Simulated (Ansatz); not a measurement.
**BN: the band gap up the ladder of functionals**

An exercise on one series of results from a longer session: the logs are not shown, and one member is left open.

Program: Ansatz 0.2.0. PAW datasets, plane waves. No spin polarisation and no zero-point or thermal motion.

## The cell

The cell was relaxed beforehand with r2SCAN+rVV10.

Space group R3m (No. 160), trigonal; conventional cell a = 2.500 Å, c = 9.760 Å, 8.81 Å³ an atom. B has 3 N at 1.44 Å; N has 3 B at 1.44 Å.

Coordinates:

```xyz
2
Lattice="1.2501 0.7218 3.2533 -1.2501 0.7218 3.2533 0.0000 -1.4435 3.2533" Properties=species:S:1:pos:R:3 pbc="T T T"
B     0.0000    0.0000    9.7569
N     0.0000    0.0000    3.2476
```

The first run:

Contents of input.yaml:

```yaml
crystal:
  lattice:
    - [1.2501241101, 0.7217594915, 3.2533304057]
    - [-1.2501241101, 0.7217594915, 3.2533304057]
    - [0.0, -1.443518983, 3.2533304057]
  atoms:
    - { symbol: B, position: [0.999688083, 0.999688083, 0.999688083] }
    - { symbol: "N", position: [0.332744917, 0.332744917, 0.332744917] }
kpoints:
  mp_grid: { grid: [12, 12, 12] }
  band_path:
    path:
      - [[0.0, 0.0, 0.0], [-0.5, -0.5, -0.5], [-0.5, -0.1994790218658, -0.8005209781342]]
      - [[-0.1994790218658, 0.1994790218658, -0.5], [-2.604676953201e-17, -6.138626599271e-17, -0.5], [0.0, 0.0, 0.0], [3.849968386084e-17, 0.3497395109329, -0.3497395109329]]
      - [[-0.3497395109329, -5.209353906402e-17, -0.6502604890671], [-0.5, -5.209353906402e-17, -0.5], [0.0, 0.0, 0.0]]
    npoints: 10
hamiltonian:
  xc: pbe
scf:
  occupations: { method: fermi_dirac, width: 0.02 }
  n_extra_bands: 4
output:
  forces: true
  stress: true
  eigenvalues: true
```

Launch:

```
$ ansatz run input.yaml --threads 2 --pin off --max-ram 2211MiB --backend cpu --events-out ev --progress --plain --runs-dir out
```

Among the steps run: Band structure with PBE; Single point with r2SCAN; HSE06; PBE0; Single point with LDA; Quasiparticle levels, G0W0@PBE; One-shot GW from PBE; Single point with DDH-PBE0; Single point with LC-ωPBE; Single point with Hartree-Fock.

One table of the session follows, with a row left open; its other results are not shown here.

```
                     level  gap (eV)
                       PBE      4.15
                    r2SCAN      4.65
                     HSE06      5.40
                      PBE0      6.14
                       LDA      3.95
 G0W0@PBE (52 empty bands)         ?
G0W0@PBE (130 empty bands)      5.76
                  DDH-PBE0      6.07
                   LC-ωPBE     10.75
              Hartree-Fock     12.84
```

**Question.** Estimate the row for G0W0@PBE (52 empty bands).

**Answer.** gap (eV): 5.61. In the column «gap (eV)» it lies between HSE06 (5.40) and G0W0@PBE (130 empty bands) (5.76).

Meshes: PBE 12×12×12, r2SCAN 12×12×12, HSE06 8×8×8, PBE0 8×8×8, LDA 12×12×12, DDH-PBE0 8×8×8, LC-ωPBE 8×8×8, Hartree-Fock 8×8×8.

The gap runs from 3.95 eV (LDA) to 12.84 eV (Hartree-Fock). PBE reaches 72 % of the G0W0@PBE value, and r2SCAN 81 %. PBE0 lies 0.74 eV above HSE06, which differs from it by screening the long-range exchange. Hartree-Fock lies above G0W0@PBE by 7.1 eV. G0W0 here is at a finite number of bands, screening cutoff and k mesh, not at the basis limit.

Caveats from the session: Warnings in the runs' records: stress exchange threshold loose, stress scf threshold loose.
